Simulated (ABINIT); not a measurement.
ZnS (Wurtzite-2H): single point with PBE

**The experiment to reproduce.**

A printed reference work, monograph reports, for a bulk crystal of ZnS at 4 K: band gap 3.911 eV (direct).

Crystal: ZnS (Wurtzite-2H).

```xyz
4
Lattice="3.8110 0.0000 0.0000 -1.9055 3.3004 0.0000 0.0000 0.0000 6.2340" Properties=species:S:1:pos:R:3 pbc="T T T"
Zn    1.9055    1.1001    3.1170
Zn    0.0000    2.2003    0.0000
S     1.9055    1.1001    5.5171
S     0.0000    2.2003    2.4001
```

* Program: ABINIT 10.8.3 (patched build)
* Task: single point
* Functional: PBE
* Potentials or basis: JTH PAW PBE v2.0
* Cutoff: 707 eV
* k mesh: 8 × 8 × 5
* Occupations: fermi-dirac, width 0.05 eV
* Spin: no spin polarisation
* Fine-grid cutoff: 1306.15 eV

```json
{
  "Pressure": "2.3 GPa",
  "Largest force": "0.320 eV/Å",
  "Band gap on the k mesh": "2.24 eV, direct",
  "Valence electrons inside the program's atomic spheres": "Zn 10.80; S 3.62, 3.61"
}
```

Forces on the atoms (eV/Å):
```
Zn   0.000  0.000  0.320
Zn   0.000  0.000  0.320
S    0.000  0.000 -0.320
S    0.000  0.000 -0.320
```

Stress tensor (GPa, compression positive):
```
2.94 0.00 0.00
0.00 2.94 0.00
0.00 0.00 0.92
```

Levels at points of the mesh, in eV from the valence-band top:
| k point | band 16 | band 17 | band 18 | band 19 | band 20 | band 21 |
| --- | --- | --- | --- | --- | --- | --- |
| (0.00, 0.00, 0.00) | -0.01 | -0.01 | 0.00 | 2.24 | 2.99 | 6.27 |
| (0.50, 0.00, 0.00) | -2.25 | -1.56 | -0.98 | 3.61 | 4.25 | 5.17 |

It took 2.3 min on 1 thread of Arm Neoverse V2, with other jobs on the host, peak memory 0.19 GiB.

Measured gap of ZnS: 3.911 eV (direct; 4 K; a printed reference work, monograph). This calculation gives 2.24 eV (-1.67 eV). The value is that of PBE, without temperature or zero-point motion. Semilocal functionals fall short of measured gaps as a rule.
